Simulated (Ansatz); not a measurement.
# Al2Ni3: the cost of one run

Method: DFT PBE, scalar-relativistic, plane waves, PAW, in Ansatz 0.2.0.

**1. The structure to begin with**

It takes space group I4/mmm (No. 139, tetragonal). Conventional cell: a = 2.589 Å, b = 2.589 Å, c = 18.310 Å, α = 90.00°, β = 90.00°, γ = 90.00°. Around Al (site symmetry 4mm) lie 4 Al at 2.59 Å and 8 Ni at 2.59 Å. Ni (site symmetry 4/mmm) has 4 Ni at 2.59 Å and 8 Al at 2.59 Å in its first shell of neighbours. Around Ni (site symmetry 4mm) lie 8 Ni at 2.59 Å and 4 Al at 2.59 Å.

Coordinates:

```cif
data_structure
_symmetry_space_group_name_H-M 'I4/mmm'
_symmetry_Int_Tables_number 139
_cell_length_a 2.5894
_cell_length_b 2.5894
_cell_length_c 18.3099
_cell_angle_alpha 90.000
_cell_angle_beta 90.000
_cell_angle_gamma 90.000
_cell_volume 122.77
loop_
_atom_site_label
_atom_site_type_symbol
_atom_site_symmetry_multiplicity
_atom_site_Wyckoff_symbol
_atom_site_fract_x
_atom_site_fract_y
_atom_site_fract_z
_atom_site_occupancy
Al1 Al 4 e 0.50000 0.50000 0.40000 1
Ni1 Ni 2 b 0.50000 0.50000 0.00000 1
Ni2 Ni 4 e 0.50000 0.50000 0.20000 1
```

The start is an ordering of an alloy on its end members' structure types: elements ordered on the sites of the Pt type, Ni/Al on Pt (I4/mmm, No. 139).

**2. A first look at the guess**

Contents of input.yaml:

```yaml
crystal:
  lattice:
    - [-1.29470636, 1.29470636, 9.15495648]
    - [1.29470636, -1.29470636, 9.15495648]
    - [1.29470636, 1.29470636, -9.15495648]
  atoms:
    - { symbol: Al, position: [0.9, 0.9, 0.0] }
    - { symbol: Al, position: [0.1, 0.1, 0.0] }
    - { symbol: Ni, position: [0.5, 0.5, 0.0], spin: 2.0 }
    - { symbol: Ni, position: [0.7, 0.7, 0.0], spin: -2.0 }
    - { symbol: Ni, position: [0.3, 0.3, 0.0], spin: -2.0 }
basis:
  ecutwfc: 420
kpoints:
  mp_grid: { grid: [10, 10, 10] }
hamiltonian:
  xc: pbe
scf:
  occupations: { method: gaussian, width: 0.1 }
  lower_state_search: "off"
output:
  forces: true
  stress: true
  eigenvalues: true
  populations: true
magnetization:
  spin_polarized: true
```

The run is started by

```sh
> ansatz run input.yaml --threads 4 --pin off --max-ram 8192MiB --backend cpu --events-out ev --progress --plain --runs-dir out
```

What time and memory should one allow on 4 threads of AMD EPYC 9R45 (Zen 5), shared host?

About 4.4 s, with a peak of 0.69 GiB.
